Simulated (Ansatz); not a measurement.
# Be2H3I (built on the sites of a database entry of Sr2H3I): phonons and vibrational spectra

How does Be2H3I (built on the sites of a database entry of Sr2H3I) vibrate, and is this structure a minimum?

Program: Ansatz 0.2.0. Level of theory: DFT PBEsol, scalar-relativistic, plane waves, PAW. Results are calculated unless marked as measured.

The structure was built from a prototype and need not be the compound's stable phase.

### Step 1. Set-up

Symmetry: P-3m1, No. 164, trigonal system. The conventional cell has a = 2.957 Å, b = 2.957 Å, c = 5.354 Å, α = 90.00°, β = 90.00°, γ = 120.00°. Nearest to Be lie 7 H at 1.72 to 1.96 Å and 3 I at 2.42 Å. Nearest to H lie 6 H at 1.87 Å. Nearest to H lie 4 Be at 1.72 Å. Nearest to I lie 6 Be at 2.42 Å and 8 H at 2.56 to 2.68 Å and 6 I at 2.96 Å. Farther neighbours and most contacts between anions are not listed.

### Step 2. Rough relaxation

The start is far from rest, so a relaxation with loose tolerances brings it close first.

input.yaml reads:

```yaml
crystal:
  lattice:
    - [2.95669, 0.0, 0.0]
    - [-1.47835, 2.56057, 0.0]
    - [0.0, 0.0, 5.35399]
  atoms:
    - { symbol: Be, position: [0.66666667, 0.33333333, 0.67865529] }
    - { symbol: Be, position: [0.33333333, 0.66666667, 0.32134471] }
    - { symbol: H, position: [0.0, 0.0, 0.5] }
    - { symbol: H, position: [0.66666667, 0.33333333, 0.3572515] }
    - { symbol: H, position: [0.33333333, 0.66666667, 0.6427485] }
    - { symbol: I, position: [0.0, 0.0, 0.0] }
kpoints:
  mp_grid: { grid: [9, 9, 4] }
hamiltonian:
  xc: pbesol
scf:
  occupations: { method: gaussian, width: 0.1 }
output:
  forces: true
  stress: true
  eigenvalues: true
relax:
  adjacent_minimum: "off"
  f_tol: 0.05
  max_steps: 80
  cell: { stress_tol: 0.5 }
```

On the command line:

```bash
ansatz run input.yaml --threads 4 --pin off --max-ram 7168MiB --backend cpu --events-out ev --progress --plain --runs-dir out
```

Numbers of over 12 decimals in the logs are rounded to 6 here.

The program printed:

```text
The last accepted step is kept in <dir> (removed where the run ends without a failure and the disk answers)
Engine: ansatz 0.2.0, aarch64-unknown-linux-gnu
Pseudopotentials: kind: paw
Pseudopotential: Be, paw, valence charge 2, recommended cutoff 420 eV (normal), Be.paw.azcp
Pseudopotential: H, paw, valence charge 1, recommended cutoff 420 eV (normal), H.paw.azcp
[...]
cell:  # Å, volume = 58.3459 Å³
    - [3.453765, 3.372067445617917e-6, 0]
    - [-1.726885, 2.991047, 0]
    - [0, 0, 5.647990]
  atoms:
    - { symbol: Be, position: [0.666667, 0.333333, 0.624816] }
    - { symbol: Be, position: [0.333333, 0.666667, 0.375184] }
    - { symbol: H, position: [0, 0, 0.5] }
    - { symbol: H, position: [0.666667, 0.333333, 0.366967] }
    - { symbol: H, position: [0.333333, 0.666667, 0.633033] }
    - { symbol: I, position: [0, 0, -7.0201243022177515e-19] }
[key lines of the parts left out:]
SCF converged after 6 iterations
Free energy (F): -7656.943194 eV
Fermi energy:    8.890479 eV
P = ⅓ Tr σ = 0.0312 GPa (0.312 kbar)
```

Wall time 6.5 s (4 threads of Arm Neoverse V1, shared host); peak memory 0.38 GiB; 23 s of CPU time.

The steps of the relaxation:

```csv
step,energy less that of the first step (eV),largest force component (eV/Å),pressure (GPa),volume (Å³)
1,0.0000,2.3446,49.51,40.53
2,-1.5373,1.7777,23.68,45.80
3,-2.4395,1.0248,9.89,50.67
4,-2.8198,0.1965,1.92,55.87
5,-2.8350,0.0857,0.44,57.36
6,-2.8359,0.0143,-0.03,57.54
7*,-2.8826,0.0155,0.91,57.54
8,-2.8847,0.0018,0.03,58.35
9*,-2.8853,0.0019,0.03,58.35
```

Relaxation steps marked * repeat the geometry before them on a plane-wave basis chosen anew for their cell, so energy and pressure can jump there.

Forces are held to the 12 operations that the run works with; a distortion that breaks them can't arise in this run.

```
     cell as run  before  after   change
           a (Å)   2.957  3.454  +16.8 %
           b (Å)   2.957  3.454  +16.8 %
           c (Å)   5.354  5.648   +5.5 %
volume (Å³/atom)    6.76   9.72  +43.9 %
```

The atoms that moved most (Å, as changes of fractional coordinates times the final cell):

| atom | dx | dy | dz | length |
| --- | --- | --- | --- | --- |
| Be1 | 0.000 | 0.000 | -0.304 | 0.304 |
| Be2 | 0.000 | 0.000 | 0.304 | 0.304 |
| H5 | 0.000 | 0.000 | -0.055 | 0.055 |
| H4 | 0.000 | 0.000 | 0.055 | 0.055 |

Final coordinates:

```xyz
6
Lattice="3.4538 0.0000 0.0000 -1.7269 2.9910 0.0000 0.0000 0.0000 5.6480" Properties=species:S:1:pos:R:3 pbc="T T T"
Be    1.7269    0.9970    3.5290
Be    0.0000    1.9940    2.1190
H     0.0000    0.0000    2.8240
H     1.7269    0.9970    2.0726
H     0.0000    1.9940    3.5754
I     0.0000    0.0000    0.0000
```

This step gave:

- pressure: 0.03120 GPa
- volume per atom: 9.724 Å³
- gap on the k-mesh: 0 eV

In this step the volume went from 6.76 to 9.72 Å³/atom.

### Step 3. Relaxation

The cell and atoms are relaxed, since residual forces and stress would shift the frequencies.

input.yaml reads:

```yaml
crystal:
  lattice:
    - [3.453764986, 3.3721e-06, 0.0]
    - [-1.7268854133, 2.9910465305, 0.0]
    - [0.0, 0.0, 5.6479898667]
  atoms:
    - { symbol: Be, position: [0.6666666667, 0.3333333333, 0.6248156315] }
    - { symbol: Be, position: [0.3333333333, 0.6666666667, 0.3751843685] }
    - { symbol: H, position: [0.0, 0.0, 0.5] }
    - { symbol: H, position: [0.6666666667, 0.3333333333, 0.3669674962] }
    - { symbol: H, position: [0.3333333333, 0.6666666667, 0.6330325038] }
    - { symbol: I, position: [0.0, 0.0, 0.0] }
kpoints:
  mp_grid: { grid: [12, 12, 6] }
hamiltonian:
  xc: pbesol
scf:
  occupations: { method: gaussian, width: 0.1 }
output:
  forces: true
  stress: true
  eigenvalues: true
  write_density: true
  write_potential: true
  elf: true
  volumetric_format: npy
relax:
  adjacent_minimum: "off"
  f_tol: 0.005
  max_steps: 80
  cell: { stress_tol: 0.05 }
```

The program printed:

```text
[...]
Crystal: 6 atoms, lattice volume = 58.346 Å³
Basis set: ecut = 420 eV, 1123 PW (Γ), exchange–correlation on 48×48×80 points (8 copies of the dense FFT grid, shifted against one another)
Bands: 18, of which v1, the nominal top of the filled ones, is band 12 counted from 1 (11 counted from 0)
Symmetry: 12 space group operations
[...]
k-points: 100 of 864
[...]
SCF iter   1: F=—  HF=-7656.952833 eV  |F-HF|=—  |Δ(HF+E_count)|=         —  Δρ=6.19e-3  dr2=3.51e-2  ethr=1.77e-3  ⟨swp⟩=6.7  Hψ=10536  notcnv=0
[...]
SCF iter   7: F=-7656.941970 eV  HF=-7656.941970 eV  |F-HF|=3.47e-9  |Δ(HF+E_count)|=   3.64e-8  Δρ=3.44e-6  dr2=9.46e-9  ethr=4.17e-10  ⟨swp⟩=12.5  Hψ=11904  notcnv=0
SCF 1 converged in 7 iterations: F = -7656.941970 eV  dr2 = 9.46e-9
[...]
relax step   1: F+E_penalty+E_count = -7656.94196974 eV  Δ(F+E_penalty+E_count) = +0.000e0 eV  max|allowed force component| = 2.471e-2 eV/Å  Δτ_max = 0.0000 Å  P = -0.044 GPa  Ω = 58.346 Å³  (7 SCF iters, dr2 threshold 1.00e-7 eV, accepted)
Crystal: 6 atoms, lattice volume = 58.266 Å³
Basis set: ecut = 420 eV, 1105 PW (Γ), exchange–correlation on 48×48×80 points (8 copies of the dense FFT grid, shifted against one another)
[...]
SCF iter   5: F=-7656.941705 eV  HF=-7656.941705 eV  |F-HF|=1.52e-8  |Δ(HF+E_count)|=   7.55e-8  Δρ=3.62e-6  dr2=1.85e-8  ethr=3.05e-10  ⟨swp⟩=9.8  Hψ=11645  notcnv=0
SCF 2 converged in 5 iterations: F = -7656.941705 eV  dr2 = 1.85e-8
relax step   2: F+E_penalty+E_count = -7656.94170457 eV  Δ(F+E_penalty+E_count) = +2.652e-4 eV  max|allowed force component| = 3.132e-2 eV/Å  Δτ_max = 0.0140 Å  P = +0.026 GPa  Ω = 58.266 Å³  energy of the carried Pulay correction = +5.425e-5 eV  (5 SCF iters, dr2 threshold 7.32e-8 eV, rejected (line search))
Crystal: 6 atoms, lattice volume = 58.314 Å³
Basis set: ecut = 420 eV, 1099 PW (Γ), exchange–correlation on 48×48×80 points (8 copies of the dense FFT grid, shifted against one another)
[...]
SCF iter   7: F=-7656.942247 eV  HF=-7656.942247 eV  |F-HF|=0.00e0  |Δ(HF+E_count)|=  2.00e-11  Δρ=1.15e-7  dr2=8.57e-12  ethr=1.00e-12  ⟨swp⟩=7.2  Hψ=8845  notcnv=0
SCF 3 converged in 7 iterations: F = -7656.942247 eV  dr2 = 8.57e-12
relax step   3: F+E_penalty+E_count = -7656.94224699 eV  Δ(F+E_penalty+E_count) = -2.772e-4 eV  max|allowed force component| = 1.888e-3 eV/Å  Δτ_max = 0.0059 Å  P = -0.014 GPa  Ω = 58.314 Å³  energy of the carried Pulay correction = +2.124e-5 eV  (7 SCF iters, accepted)
[...]
SCF iter   1: F=—  HF=-7656.942187 eV  |F-HF|=—  |Δ(HF+E_count)|=         —  Δρ=3.86e-6  dr2=2.09e-9  ethr=9.38e-7  ⟨swp⟩=2.2  Hψ=14284  notcnv=0
eigensolver tolerance schedule: the retry pair's looser diagonalisation over-reported the residual by 107660.73 of it (diagonalisation noise at an unbounded share of the residual, at the tolerance the schedule requests for it); recorded, not acted on — ethr = c·dr2/N_el stays at c = 1.0e-1
[...]
SCF iter   2: F=—  HF=-7656.942220 eV  |F-HF|=—  |Δ(HF+E_count)|=   3.32e-5  Δρ=1.75e-6  dr2=3.43e-10  ethr=8.71e-12  ⟨swp⟩=3.2  Hψ=3752  notcnv=0
[...]
SCF iter   4: F=-7656.942220 eV  HF=-7656.942220 eV  |F-HF|=9.09e-13  |Δ(HF+E_count)|=  2.48e-10  Δρ=7.57e-8  dr2=2.47e-12  ethr=1.00e-12  ⟨swp⟩=5.3  Hψ=6570  notcnv=0
SCF 4 converged in 4 iterations: F = -7656.942220 eV  dr2 = 2.47e-12
relax step   4: F+E_penalty+E_count = -7656.94221998 eV  Δ(F+E_penalty+E_count) = +2.701e-5 eV  max|allowed force component| = 1.877e-3 eV/Å  Δτ_max = 0.0000 Å  P = -0.014 GPa  Ω = 58.314 Å³  stress off target by 2.80e-2 GPa  SCF on the basis re-selected at this cell (its energy is not comparable with the rows above)  (4 SCF iters)
basis re-selected at this cell: Δ(F+E_penalty+E_count) = +2.701e-5 eV, ΔP = -0.000 GPa vs the last step (what re-selecting the basis moved, of the pressure what is left beyond the Pulay correction that the steps carried, after the strain that the cell walked since its last selection, with what the two solves' SCF thresholds leave and, on support functions, any second-order correction that the steps lacked; it is no m [...]
SCF converged after 4 iterations
Free energy (F): -7656.942220 eV
[...]
Internal energy: -7656.937580 eV  (E = F + TS)
E sigma→0 (E₀):  -7656.939900 eV
Entropy (-TS):   -0.004640 eV (-0.773 meV/atom)
Fermi energy:    8.862776 eV
[...]
--- Forces (eV/Å), atoms counted from 1 ---
  atom   1  Be    -0.00000000    -0.00000000     0.00090504
  atom   2  Be     0.00000000     0.00000000    -0.00090504
  atom   3  H      0.00000000    -0.00000000     0.00000000
  atom   4  H     -0.00000000    -0.00000000    -0.00187712
  atom   5  H      0.00000000     0.00000000     0.00187712
  atom   6  I      0.00000000     0.00000000     0.00000000
  max |Σ_I F_I| component: 2.31e-18 eV/Å
--- Stress (GPa, compression-positive) ---
       -0.028047      -0.000000       0.000000
       -0.000000      -0.028047      -0.000000
        0.000000      -0.000000       0.013087
  P = ⅓ Tr σ = -0.0143 GPa (-0.143 kbar)
--- Band table (eV; the first three rows and the last of 100) ---
  k-point 0: bands = [... 8 lower, 8.0776, 8.2336, 8.2336, 9.6832, 11.3715, 11.3715, 11.8975, 14.5117, ... 2 higher]
  k-point 1: bands = [... 8 lower, 7.4486, 8.2481, 8.2481, 9.7066, 11.4274, 11.4274, 12.1837, 14.2395, ... 2 higher]
  k-point 2: bands = [... 8 lower, 6.0458, 8.2778, 8.2778, 9.7530, 11.5595, 11.5595, 12.5872, 13.7587, ... 2 higher]
  k-point 99: bands = [... 8 lower, 1.8747, 3.2087, 3.2087, 7.4530, 10.4553, 10.4553, 12.1340, 13.6398, ... 2 higher]
--- Relaxed structure (3 steps of the walk, 2 accepted, 1 SCFs on fresh bases) ---
[...]
cell:  # Å, volume = 58.3144 Å³
    - [3.454778, 3.373075196306311e-6, 2.3722078814356193e-19]
    - [-1.727392, 2.991924, 0]
    - [3.879303037383067e-19, 1.505156778493262e-19, 5.641637]
  atoms:
    - { symbol: Be, position: [0.666667, 0.333333, 0.624161] }
    - { symbol: Be, position: [0.333333, 0.666667, 0.375839] }
    - { symbol: H, position: [0, 0.0, 0.5] }
    - { symbol: H, position: [0.666667, 0.333333, 0.365927] }
    - { symbol: H, position: [0.333333, 0.666667, 0.634073] }
    - { symbol: I, position: [0, 0, 0.0] }
```

The job ended after 6.6 s (4 threads; peak memory 0.43 GiB; 25 s of CPU time).

Step by step:

```
step  energy less that of the first step (eV)  largest force component (eV/Å)  pressure (GPa)  volume (Å³)
   1                                   0.0000                          0.0247           -0.04        58.35
   2                                   0.0003                          0.0313            0.03        58.27
   3                                  -0.0003                          0.0019           -0.01        58.31
  4*                                  -0.0003                          0.0019           -0.01        58.31
```

Relaxation steps marked * repeat the geometry before them on a plane-wave basis chosen anew for their cell, so energy and pressure can jump there. Relaxation step 2 was tried and not accepted.

Forces are held to the 12 operations that the run works with; a distortion that breaks them can't arise in this run.

```csv
"conventional cell, symmetrised",before,after,change
a (Å),3.454,3.455,+0.0 %
b (Å),3.454,3.455,+0.0 %
c (Å),5.648,5.642,-0.1 %
volume (Å³/atom),9.72,9.72,-0.1 %
```

Numbers from this step:

| Property | Result |
| --- | --- |
| pressure | -0.01434 GPa |
| volume per atom | 9.719 Å³ |

Valence density in the ac plane at fractional y = 0.000, with atoms of H and I within 0.2 Å of it. It is the smooth field of the valence electrons, not physical close to the nuclei.

Ten steps, logarithmic in the rise over the least value, from '_' (0 e/Å³) to '@' (18 e/Å³), each cell a mean:
```
@@@@##==::..______..--++##@@
%%##++--::..______..::==++##
++==--::....______..::----==
--::::....__________..::::::
......________________......
____________________________
____________________________
____________________________
......__________________....
--::....______________..::::
==--::..______________..::--
----....______________..::--
::....__________________..::
____________________________
____________________________
____________________________
......__________________....
::::::....__________....::::
==----::..__________..::--==
##**++--::..______..::--++##
@@%%**==::..______..--==##%%
@@@@##==--..______..--++%%@@
```
Columns run along a (3.5 Å), rows up along c (5.6 Å). Atoms in or near the plane, at fractional coordinates: H at (0.00, 0.50), I at (0.00, 0.00).

ELF in the ac plane at fractional y = 0.000, with atoms of H and I within 0.2 Å of it. It is the smooth field of the valence electrons, not physical close to the nuclei.

Ten even steps from '_' (1.51 × 1e-1) to '@' (9.99 × 1e-1), each cell a mean:
```
....--++++++..__::++++==::__
::--==++**==..__::++**++==::
====++****==..__..==**++++==
++++++++==::______::++++++++
======--::..______..::--====
........______..______......
__________..::::..__________
--::..____..::--::..____..::
%%##++::..::----::....::++##
@@@@##==::::::::::..::++%%@@
@@@@%%==::::::::::..::**@@@@
@@@@%%==::::::::::..::++%%@@
@@%%**::..::::--::....--**%%
==--::____..----::..__..::--
__________..::::::..________
____________......__________
====----..________..::----==
++++++++==::______::==++++++
++++++**++--____..==****++++
::--==++**==..__::++**++==--
....--++++++..__::++++++--..
==..::++++++..__::++++==....
```
Columns run along a (3.5 Å), rows up along c (5.6 Å). Atoms in or near the plane, at fractional coordinates: H at (0.00, 0.50), I at (0.00, 0.00).

Electrostatic potential energy in the ac plane at fractional y = 0.000, with atoms of H and I within 0.2 Å of it. With pseudopotentials it is smooth inside the atoms' cores, unlike the true potential.

Ten even steps from '0' (-13 eV) to '9' (11 eV), each cell a mean:
```
99403799972059
64115899984015
10037999986300
23578999998743
77889999999887
99999988899999
99999888889999
99999877889999
78999887889998
03899888889972
01699888899950
02799888889971
67999887889987
99999877889999
99999887889999
99999988899999
78899999999988
34678999998754
00157999997410
53015899984014
98304799972059
99503799962179
```
Columns run along a (3.5 Å; values clipped at the 3rd and 97th percentile), rows up along c (5.6 Å). Atoms in or near the plane, at fractional coordinates: H at (0.00, 0.50), I at (0.00, 0.00).

In this step the volume went from 9.72 to 9.72 Å³/atom.

### Step 4. Relaxing to small forces for the phonons

Phonons need a cell at rest on their own settings, so the relaxation is repeated with tight tolerances on forces and stress, using the mesh and the filling of the phonon run that follows.

input.yaml reads:

```yaml
crystal:
  lattice:
    - [3.4547781518, 3.3731e-06, 0.0]
    - [-1.7273919971, 2.9919239573, 0.0]
    - [0.0, 0.0, 5.6416366689]
  atoms:
    - { symbol: Be, position: [0.6666666667, 0.3333333333, 0.6241614306] }
    - { symbol: Be, position: [0.3333333333, 0.6666666667, 0.3758385694] }
    - { symbol: H, position: [0.0, 0.0, 0.5] }
    - { symbol: H, position: [0.6666666667, 0.3333333333, 0.365927367] }
    - { symbol: H, position: [0.3333333333, 0.6666666667, 0.634072633] }
    - { symbol: I, position: [0.0, 0.0, 0.0] }
kpoints:
  mp_grid: { grid: [12, 12, 6] }
hamiltonian:
  xc: pbesol
scf:
  occupations: { method: methfessel_paxton, width: 0.15 }
output:
  forces: true
  stress: true
  eigenvalues: true
relax:
  adjacent_minimum: "off"
  f_tol: 0.001
  max_steps: 60
  cell: { stress_tol: 0.01 }
```

The program printed:

```text
[...]
Crystal: 6 atoms, lattice volume = 58.314 Å³
Basis set: ecut = 420 eV, 1099 PW (Γ), exchange–correlation on 48×48×80 points (8 copies of the dense FFT grid, shifted against one another)
Bands: 18, of which v1, the nominal top of the filled ones, is band 12 counted from 1 (11 counted from 0)
Symmetry: 12 space group operations
[...]
k-points: 100 of 864
[...]
cell:  # Å, volume = 58.2917 Å³
    - [3.453640, 3.371994392409055e-6, 0]
    - [-1.726823, 2.990938, 0]
    - [0, 0, 5.643151]
  atoms:
    - { symbol: Be, position: [0.666667, 0.333333, 0.624066] }
    - { symbol: Be, position: [0.333333, 0.666667, 0.375934] }
    - { symbol: H, position: [0, 0, 0.5] }
    - { symbol: H, position: [0.666667, 0.333333, 0.365796] }
    - { symbol: H, position: [0.333333, 0.666667, 0.634204] }
    - { symbol: I, position: [0, 0, 0] }
[key lines of the parts left out:]
SCF converged after 5 iterations
Free energy (F): -7656.939538 eV
Fermi energy:    8.876573 eV
P = ⅓ Tr σ = -0.0003 GPa (-0.003 kbar)
```

It took 8.8 s on 4 threads; peak memory 0.43 GiB.

Little changed from the start: no atom moved by 0.005 Å and no cell edge by 0.1 %.

This step gave:

```
pressure        : -3.06e-4 GPa
volume per atom : 9.715 Å³
```

The largest force component left is 0.024 meV/Å and the pressure is 0.000 GPa, within the tolerances set. The cell now holds 9.72 Å³/atom.

(Part 1 of 2 ends here.)

[Logs are printed without paths, hosts, clocks, repeated set-up lines and the standing remarks that a program may print on its own settings, such as how far it seeks lower states.]

[Hosts, paths, dates, database ids (printed as entryN), source tags and the programs' standing remarks are cut or masked in the printed files.]
